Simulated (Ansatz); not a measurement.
PtS2: elastic constants with PBEsol

Crystal: PtS2.

```xyz
3
Lattice="3.5432 0.0000 0.0000 -1.7716 3.0685 0.0000 0.0000 0.0000 5.0388" Properties=species:S:1:pos:R:3 pbc="T T T"
Pt    0.0000    0.0000    0.0000
S     1.7716    1.0228    3.8950
S     0.0000    2.0457    1.1438
```

- Program: Ansatz 0.2.0
- Task: elastic constants
- Functional: PBEsol
- Potentials or basis: Ansatz PAW
- Cutoff: 420 eV (not typed: the program's choice for these potentials)
- k mesh: 8 × 8 × 6
- Occupations: fixed
- Spin: no spin polarisation
- Atoms under strain: relaxed

```json
{
  "Pressure": "0.6 GPa",
  "Band gap on the k mesh": "0.64 eV, indirect (least direct gap 0.93 eV)",
  "Voigt bulk modulus": "68 GPa"
}
```

Stress tensor (GPa, compression positive):
```
 1.03  0.00  0.00
 0.00  1.03  0.00
 0.00  0.00 -0.40
```

Levels at points of the mesh, in eV from the valence-band top:
```csv
k point,band 12,band 13,band 14,band 15,band 16,band 17,band 18,band 19
"(0.00, 0.00, 0.00)",-2.06,-1.11,-1.11,0.00,2.06,2.06,4.45,5.33
"(0.00, 0.00, -0.50)",-2.75,-1.37,-1.37,-1.10,2.66,2.66,5.35,7.00
"(0.00, -0.50, 0.00)",-3.28,-3.16,-3.06,-2.49,1.45,2.59,5.36,6.26
"(0.00, -0.50, -0.50)",-3.17,-2.84,-2.79,-1.43,1.67,2.19,5.03,5.19
```

Elastic tensor in Voigt notation (GPa, in the Cartesian axes of the cell as first typed):
```
203  63  19 -14   0   0
 63 203  19  14   0   0
 18  18   6   0   0   0
-14  14   0  22   0   0
  0   0   0   0  22 -14
  0   0   0   0 -14  70
```

Run time: 70 s on 2 threads of Arm Neoverse V1, on a shared host, peak memory 0.41 GiB.

Caveat: spin-orbit coupling is left out, which moves the levels of the heavy elements; the PAW data sets come from PBE, with cores solved anew for the run's functional, which leaves a small shift of forces and pressure. A k mesh can miss the band edges.
